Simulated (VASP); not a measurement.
Level of theory: PBE GGA, VASP's PBE PAW potentials (set 64) (plane waves; VASP).

A VASP calculation is set up with these files.

### POSCAR
```
AlSb
1
   -0.0155791770     3.1158353982     3.1158353982
    3.1158353982    -0.0155791770     3.1158353982
    3.1002562212     3.1002562212     0.0000000000
Al Sb
1 1
Direct
  0.0000000000   0.0000000000   0.0000000000
  0.2500000000   0.2500000000   0.2500000000
```

File KPOINTS:
```
Automatic
0
Gamma
 8 8 8
0 0 0
```

### INCAR
```
# general
SYSTEM =AlSb
PREC   =Accurate
ENCUT  =480
LREAL  =F
LASPH  =T

# electronic loop
EDIFF  =1E-7
NELM   =100
ALGO   =Normal
LMAXMIX=4

# smearing
ISMEAR =0
SIGMA  =0.05

# functional
GGA    =PE

# ions
IBRION =2
NSW    =30
ISIF   =2
EDIFFG =-0.01

# output
LWAVE  =F
LCHARG =F
```

POTCAR, in this order: Al Sb (PBE.64 set). Program: vasp_std.

Output

**OUTCAR**
```
 ion  position               nearest neighbor table
   1  0.000  0.000  0.000-   2 2.69   2 2.69   2 2.71   2 2.71
   2  0.250  0.250  0.250-   1 2.69   1 2.69   1 2.71   1 2.71
  LATTYP: Found a body centered orthorhombic cell.
 ALAT       =     4.3844243949
 B/A-ratio  =     1.0100502513
 C/A-ratio  =     1.4213201632
 Subroutine PRICEL returns:
 Original cell was already a primitive cell.
 Subroutine GETGRP returns: Found  4 space group operations
The static configuration has the point symmetry C_2v.
The dynamic configuration has the point symmetry C_2v.
 Subroutine INISYM returns: Found  4 space group operations
 Subroutine IBZKPT returns following result:
 Found     95 irreducible k-points:

 Following reciprocal coordinates:
            Coordinates               Weight
  0.000000  0.000000  0.000000      1.000000
  0.125000  0.000000  0.000000      4.000000
  0.250000  0.000000  0.000000      4.000000
  0.375000  0.000000  0.000000      4.000000
  0.500000  0.000000  0.000000      2.000000
  0.125000  0.125000  0.000000      2.000000
  0.250000  0.125000  0.000000      4.000000
  0.375000  0.125000  0.000000      4.000000
  0.500000  0.125000  0.000000      4.000000
 -0.375000  0.125000  0.000000      4.000000
 -0.250000  0.125000  0.000000      4.000000
 -0.125000  0.125000  0.000000      2.000000
  0.250000  0.250000  0.000000      2.000000
  0.375000  0.250000  0.000000      4.000000
  0.500000  0.250000  0.000000      4.000000
 -0.375000  0.250000  0.000000      4.000000
 -0.250000  0.250000  0.000000      2.000000
  0.375000  0.375000  0.000000      2.000000
  0.500000  0.375000  0.000000      4.000000
 -0.375000  0.375000  0.000000      2.000000
  0.500000  0.500000  0.000000      1.000000
  0.000000  0.000000  0.125000      4.000000
...
```

File OSZICAR:
```
       N       E                     dE             d eps       ncg     rms          rms(c)
DAV:   1     0.154344864501E+02    0.15434E+02   -0.26547E+03  1520   0.668E+02
DAV:   2    -0.777569204205E+01   -0.23210E+02   -0.22499E+02  1952   0.852E+01
DAV:   3    -0.828557586364E+01   -0.50988E+00   -0.50988E+00  2056   0.163E+01
DAV:   4    -0.828848855534E+01   -0.29127E-02   -0.29127E-02  2224   0.148E+00
DAV:   5    -0.828850417888E+01   -0.15624E-04   -0.15624E-04  2064   0.861E-02    0.329E+00
DAV:   6    -0.822907562273E+01    0.59429E-01   -0.90690E-02  1696   0.143E+00    0.203E+00
DAV:   7    -0.821117895260E+01    0.17897E-01   -0.83774E-02  1792   0.155E+00    0.404E-01
DAV:   8    -0.821194089934E+01   -0.76195E-03   -0.65364E-03  1624   0.467E-01    0.921E-02
DAV:   9    -0.821226418458E+01   -0.32329E-03   -0.53019E-04  2008   0.155E-01    0.285E-02
DAV:  10    -0.821229865884E+01   -0.34474E-04   -0.33021E-05  2168   0.341E-02    0.146E-02
DAV:  11    -0.821232901140E+01   -0.30353E-04   -0.55202E-05  1728   0.492E-02    0.426E-03
DAV:  12    -0.821232949114E+01   -0.47974E-06   -0.60977E-07  2216   0.582E-03    0.220E-03
DAV:  13    -0.821232965667E+01   -0.16552E-06   -0.70796E-08  1784   0.191E-03    0.121E-03
DAV:  14    -0.821232968961E+01   -0.32946E-07   -0.23400E-08   952   0.737E-04
   1 F= -.82123297E+01 E0= -.82123297E+01  d E =-.821233E+01
       N       E                     dE             d eps       ncg     rms          rms(c)
DAV:   1    -0.821259790550E+01   -0.26825E-03   -0.53286E-03  1768   0.494E-01    0.182E-02
DAV:   2    -0.821261591866E+01   -0.18013E-04   -0.18875E-04  2040   0.104E-01    0.773E-03
DAV:   3    -0.821261598540E+01   -0.66738E-07   -0.21023E-06  2112   0.123E-02    0.470E-03
DAV:   4    -0.821261602707E+01   -0.41671E-07   -0.46540E-07  1792   0.483E-03
   2 F= -.82126160E+01 E0= -.82126160E+01  d E =-.286337E-03
       N       E                     dE             d eps       ncg     rms          rms(c)
DAV:   1    -0.821263563336E+01   -0.19648E-04   -0.78136E-04  1768   0.189E-01    0.693E-03
DAV:   2    -0.821263827611E+01   -0.26427E-05   -0.27697E-05  2056   0.399E-02    0.295E-03
DAV:   3    -0.821263829666E+01   -0.20550E-07   -0.30350E-07  2096   0.467E-03
   3 F= -.82126383E+01 E0= -.82126383E+01  d E =-.308607E-03
```

**OUTCAR**
```
------------------------ aborting loop because EDIFF is reached ----------------------------------------
  FORCE on cell =-STRESS in cart. coord.  units (eV):
  Direction    XX          YY          ZZ          XY          YZ          ZX
  --------------------------------------------------------------------------------------
  Total        0.0066692      0.0066692      0.0053214      0.1371588      0.0000000      0.0000000
  in kB        0.1766211      0.1766211      0.1409277      3.6323830      0.0000000      0.0000000
  external PRESSURE =       0.1647233 kB  Pullay stress =       0.0000000 kB
  volume of cell :       60.50
      direct lattice vectors                 reciprocal lattice vectors
    -0.015579177  3.115835398  3.115835398    -0.159672247  0.159672247  0.160470608
     3.115835398 -0.015579177  3.115835398     0.159672247 -0.159672247  0.160470608
     3.100256221  3.100256221  0.000000000     0.161276993  0.161276993 -0.160470608
 POSITION                                       TOTAL-FORCE (eV/Angst)
 -----------------------------------------------------------------------------------
      3.10026      3.10026      6.22710         0.000000      0.000000      0.000474
      1.55013      1.55013      1.56248        -0.000000     -0.000000     -0.000474
 -----------------------------------------------------------------------------------
    total drift:                               -0.000000     -0.000000     -0.000043
  FREE ENERGIE OF THE ION-ELECTRON SYSTEM (eV)
  ---------------------------------------------------
  free  energy   TOTEN  =        -8.2126382967 eV

  energy  without entropy=       -8.2126382967  energy(sigma->0) =       -8.21263830

 reached required accuracy - stopping structural energy minimisation
```
(Selected blocks of OUTCAR.)

CONTCAR:
```
AlSb
   1.00000000000000
    -0.0155791770000000    3.1158353982000002    3.1158353982000002
     3.1158353982000002   -0.0155791770000000    3.1158353982000002
     3.1002562212000000    3.1002562212000000    0.0000000000000000
  Al              Sb
     1     1
Direct
     0.9992673187426840    0.9992673187426840    0.0007326812573159
     0.2507326812573160    0.2507326812573160    0.2492673187426841
```

The compound is AlSb in the zinc blende structure. This cell was strained or had an atom moved on purpose. Symmetry was kept, so distortions that lower it aren't found.
